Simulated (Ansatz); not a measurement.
Put Al₄N₃ in R-3m (No. 166): Al on 6c and 6c; N on 6c and 3a. The guess for Al₄N₃ was proposed by analogy with related compounds.

Computed with Ansatz 0.2.0, DFT PBE, scalar-relativistic, plane waves, PAW. Cutoff 420 eV, Γ-centred mesh, Gaussian smearing, no spin polarisation.

The zero of energy is the elements' standard structures at the same level (N₂ as a molecule); no fitted shifts are applied.

Q: Give the relaxed lattice parameters and positions.

A:

Space group R-3m:H (No. 166). a = 2.902 Å, b = 2.902 Å, c = 27.535 Å, α = 90.00°, β = 90.00°, γ = 120.00°
```
atom  site  symmetry       x       y       z
  Al    6c        3m  0.0000  0.0000  0.8715
  Al    6c        3m  0.3333  0.6667  0.9573
   N    6c        3m  0.6667  0.3333  0.9148
   N    3a       -3m  0.0000  0.0000  0.0000
```

Around Al on its first site lie 3 N at 2.06 Å; Al on its second site has 6 N at 2.04–2.05 Å; N on a site of symmetry 3m has 6 Al at 2.04–2.06 Å; N on a site of symmetry -3m has 6 Al at 2.05 Å. Another local minimum with the same sites may exist.

Q: Where does its energy lie, and is it a metal?

A: The energy over the elements is −0.91 eV/atom and the gap on the 12×12×12 mesh of the 7-atom cell is 0 eV (a metal).

The last run used Gaussian smearing of 0.10 eV. An odd number of electrons in the primitive cell allows no gap without spin; a larger cell or a magnetic state could open one. Symmetry constrained the relaxation, so the result can be a saddle point. Another cell of the same search, in P3m1, lies 98 meV/atom lower, so this cell isn't the stable form at this level.
